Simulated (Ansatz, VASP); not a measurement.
**Two plane-wave programs on SiO2**

```xyz
9
Lattice="2.6522 -6.0046 0.0000 2.6522 6.0046 0.0000 0.0000 0.0000 5.0279" Properties=species:S:1:pos:R:3 pbc="T T T"
Si    2.6522   -2.0772    2.5139
Si    2.6522    2.0772    2.5139
Si    2.6522    0.0000    0.0000
O     1.3261    3.0023    2.5139
O     1.3261   -3.0023    2.5139
O     2.6522   -1.1883    1.1620
O     2.6522   -1.1883    3.8659
O     2.6522    1.1883    1.1620
O     2.6522    1.1883    3.8659
```

Alike in both runs: functional PBE; k mesh 4 × 4 × 4; occupations gaussian, width 0.1 eV; no spin polarisation.

Ansatz relaxed the structure, and its values are those at the end. VASP's run is a single point on that final structure, the one shown.

|  | VASP | Ansatz |
| --- | --- | --- |
| version | VASP 6.6.1 | Ansatz 0.2.0 |
| potentials or method | VASP PAW PBE potentials, release 64 (Si, O) | scalar-relativistic, plane waves, PAW |
| plane-wave cutoff (eV) | 520 | 420 |
| valence electrons in the cell | 48 | 48 |

VASP gave:

- gap on the k mesh at the Fermi level (eV): 2.70
- least direct gap on the mesh (eV): 2.97
- pressure (GPa): 0.1
- rms of the force components (eV/Å): 0.016

Task: Estimate Ansatz's values.

Result: gap on the k mesh at the Fermi level (eV): 2.71; least direct gap on the mesh (eV): 2.98; pressure (GPa): 0.0; rms of the force components (eV/Å): 0.018.

A k mesh can miss the band edges.
